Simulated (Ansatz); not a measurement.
# MgTe: how the settings move a single-point run

How sensitive is a single-point run of MgTe to its settings? A reference run comes first, then one run with altered input.

Program: Ansatz 0.2.0. Level of theory: reference: DFT, r2SCAN, PAW with Ansatz's default frozen-core files, scalar-relativistic; levels and slopes on a fine mesh, independent-particle optical spectra. These are calculated values, not measurements.

1 further run of the same task is left out (it didn't finish).

### Step 1. The system as given

The structure is cubic, space group F-43m (No. 216). Conventional cell: a = 6.464 Å, b = 6.464 Å, c = 6.464 Å, α = 90.00°, β = 90.00°, γ = 90.00°. Mg (site symmetry -43m) has 4 Te at 2.80 Å as nearest neighbours. Te (site symmetry -43m) has 4 Mg at 2.80 Å as nearest neighbours.

Coordinates:

```
CELL_PARAMETERS angstrom
0.00000 3.23200 3.23200
3.23200 0.00000 3.23200
3.23200 3.23200 0.00000
ATOMIC_POSITIONS crystal
Mg 0.00000 0.00000 0.00000
Te 0.25000 0.25000 0.25000
```

### Step 2. Reference

The input, input.yaml:

```yaml
crystal:
  lattice:
    - [0.0, 3.2319988239, 3.2319988239]
    - [3.2319988239, 0.0, 3.2319988239]
    - [3.2319988239, 3.2319988239, 0.0]
  atoms:
    - { symbol: Mg, position: [0.0, 0.0, 0.0] }
    - { symbol: Te, position: [0.25, 0.25, 0.25] }
kpoints:
  mp_grid: { grid: [6, 6, 6] }
scf:
  occupations: { method: fixed }
hamiltonian:
  xc: r2scan
  pseudopotentials: { kind: paw }
output:
  forces: true
  stress: true
  eigenvalues: true
  eigenstates:
    nscf_kmesh: { grid: [10, 10, 10] }
    de_dk: true
    e_range: [-9, 13.10924546315]
  optics:
    e_range: [0, 25]
    de: 0.2
    sigma: 0.2
    bands: { spectra_wanted_up_to: 25 }
    nscf_kmesh: { grid: [10, 10, 10] }
checkpoint:
  write: ck
  write_wavefunctions: false
```

Started as:

```
$ ansatz run input.yaml --threads 1 --pin off --max-ram 3072MiB --backend cpu --events-out ev --progress --plain --runs-dir out
```

### Step 3. Changing settings: occupations.method fermi_dirac, occupations.width 0.05, mixing.algorithm msr1, mixing.beta 0.1, mixing.ndim 4

Changes to input.yaml since step 2:

```diff
@@ -11,3 +11,4 @@
 scf:
-  occupations: { method: fixed }
+  occupations: { method: fermi_dirac, width: 0.05 }
+  mixing: { algorithm: msr1, beta: 0.1, ndim: 4 }
 hamiltonian:
```

What does the calculation give? Wanted: for each run, ending; energy change; pressure; gap; force.

The runs gave:

| run | ending | energy change | pressure (GPa) | gap (eV) | force (eV/Å) | cycles | time |
| --- | --- | --- | --- | --- | --- | --- | --- |
| reference | converged | 0 | 0.0 | 3.11 | 0.00 | - | 31 s |
| 1: occupations.method fermi_dirac, occupations.width 0.05, mixing.algorithm msr1, mixing.beta 0.1, mixing.ndim 4 | converged | 0.0 meV/atom (σ→0) | 0.0 | 3.11 | 0.00 | 10 | 33 s |

Residual by cycle in the longest SCF loop of each run; runs are numbered as in the table. The quantity is the density residual dr2, in eV.

| cycle | reference | run 1 |
| --- | --- | --- |
| 1 | 0.00666 | 0.00666 |
| 2 | 0.00188 | 0.00656 |
| 3 | 1.2e-4 | 6.6e-4 |
| 4 | 4.6e-6 | 1.2e-4 |
| 5 | 2.7e-7 | 5.1e-6 |
| 6 | 1.4e-8 | 6.1e-7 |
| 7 | 5.6e-11 | 6.2e-9 |
| 8 | 2.7e-11 | 8.5e-10 |
| 9 | 3.1e-13 | 6.4e-11 |
| 10 | - | 3.7e-12 |

**Reading.** The changed input (smearing and mixing) leaves the energy the same to the digits printed. The gap of the reference lacks spin-orbit coupling, though the cell holds Te.

The gaps are Kohn-Sham values of a semilocal functional, not quasiparticle or optical gaps. Such gaps usually fall short of the measured ones; spin-orbit coupling, left out here, narrows gaps with Te, so the two errors partly cancel.
